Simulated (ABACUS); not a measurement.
GaSb:

```xyz
2
Lattice="-2.7534 2.7534 1.5907 2.7534 -2.7534 1.5907 2.7534 2.7534 -1.5907" Properties=species:S:1:pos:R:3 pbc="T T T"
Sb    0.0000    0.0000    0.0000
Ga    0.0000    2.7534    0.7954
```

Measurements of this composition are mostly on another form, of space group No. 216.

Base run:

| Property | Result |
| --- | --- |
| Program | ABACUS 3.10.1 |
| Functional | LDA |
| Potentials or basis | SG15 ONCV 1.2 PBE |
| Cutoff | 1361 eV |
| Density cutoff | 5442 eV |
| Basis | DZP LCAO (the cutoffs set its grid) |
| k mesh | 10 × 10 × 10 |
| Occupations | fermi-dirac, width 0.05 eV |
| Spin | no spin polarisation |

Its results: band gap on the k mesh none (metal or under the smearing width); pressure -3.8 GPa.

After a change of settings the same cell gave: band gap on the k mesh none (metal or under the smearing width); pressure 1.4 GPa. Which change was it?
A. functional from LDA to TPSS
B. functional from LDA to PBEsol
C. functional from LDA to r2SCAN
D. functional from LDA to PW91

D.

PW91 binds less tightly than LDA, so the same cell stands under more pressure.

Caveats: the atomic orbitals were generated for these runs and aren't a published set; the potentials were made for another functional, which shifts forces and pressure; the basis of atomic orbitals isn't converged, which shifts pressures, moduli and gaps.
